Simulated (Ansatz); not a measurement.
**ZnO: levels along high-symmetry lines**

```yaml
crystal:
  lattice:
    - [3.24940, 0.00000, 0.00000]
    - [-1.62470, 2.81406, 0.00000]
    - [0.00000, 0.00000, 5.20380]
  atoms:
    - { symbol: Zn, position: [0.33333, 0.66667, 0.00000] }
    - { symbol: Zn, position: [0.66667, 0.33333, 0.50000] }
    - { symbol: O, position: [0.33333, 0.66667, 0.38210] }
    - { symbol: O, position: [0.66667, 0.33333, 0.88210] }
```

Atom numbers follow the list: Zn1, Zn2, O3, O4.

The cell comes from COD entry 9004178, which wasn't checked; take it as a given geometry.

Method: DFT, LDA, all-electron LAPW, scalar-relativistic in Ansatz 0.2.0.

Numerical set-up: a Γ-centred 11×11×6 k mesh, Fermi–Dirac smearing of 0.02 eV, basis error target 0.5 meV/atom, no spin polarisation.

Points in fractions of the reciprocal vectors of this cell: Γ (0, 0, 0), M (0.5, 0, 0), K (0.333, 0.333, 0), A (0, 0, 0.5), L (0.5, 0, 0.5), H (0.333, 0.333, 0.5). The path joins them by straight lines in the order Γ–M–K–Γ–A–L–H–A–L; legs that retrace an earlier one aren't tabulated. Energies are in eV from the top of the valence band.

**Question.** List the levels at A between -5 and 5 eV.

**Answer.** -4.49 (×4), -2.27 (×2), -0.39 (×4), 3.40 (×2).

**Question.** List the levels at H between -5 and 5 eV.

**Answer.** -4.61 (×2), -4.07 (×2), -3.77 (×2), -2.76 (×2), -1.22 (×2).

**Question.** List the levels at K between -5 and 5 eV.

**Answer.** -4.76 (×2), -4.69, -4.56, -4.54 (×2), -3.83, -3.59 (×2), -1.93 (×2), -1.79.

**Question.** What is the band gap?

**Answer.** 0.75 eV, direct at Γ.

Kohn–Sham gaps of semilocal functionals usually fall short of measured ones.
